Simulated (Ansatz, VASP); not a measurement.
# CuI: VASP beside Ansatz

```
CELL_PARAMETERS angstrom
3.69584 -3.67398 0.00000
3.69584 3.67398 0.00000
0.00000 0.00000 4.30700
ATOMIC_POSITIONS crystal
Cu 0.42044 0.57956 0.75000
Cu 0.57956 0.42044 0.25000
I 0.77004 0.22996 0.75000
I 0.22996 0.77004 0.25000
```

Change from the starting cell: equal xx and yy strain of -1 %.

Alike in both runs: task single point; functional PBE; k mesh 5 × 5 × 6; occupations fermi-dirac, width 0.02 eV; no spin polarisation.

```csv
,VASP,Ansatz
version,VASP 6.6.1,Ansatz 0.2.0
potentials or method,"VASP PAW PBE potentials, release 64 (Cu, I), cutoff 520 eV","all-electron LAPW, scalar-relativistic"
```

```tsv
	VASP	Ansatz	Ansatz less VASP
gap on the k mesh at the Fermi level (eV)	1.08	1.06	-0.017
pressure (GPa)	2.1	2.0	-0.11
largest component of the traceless stress (GPa)	1.03	0.98	-0.053
rms of the force components (eV/Å)	0.149	0.145	-0.0047
```

Atom by atom the forces differ by 0.006 eV/Å (rms over components). Ansatz ran all-electron here, so the differences hold the error of VASP's frozen core and of both bases.

Caveats: spin-orbit coupling is left out, which moves the levels of the heavy elements; an odd mesh through Γ misses points on the zone boundary, where band edges often lie.
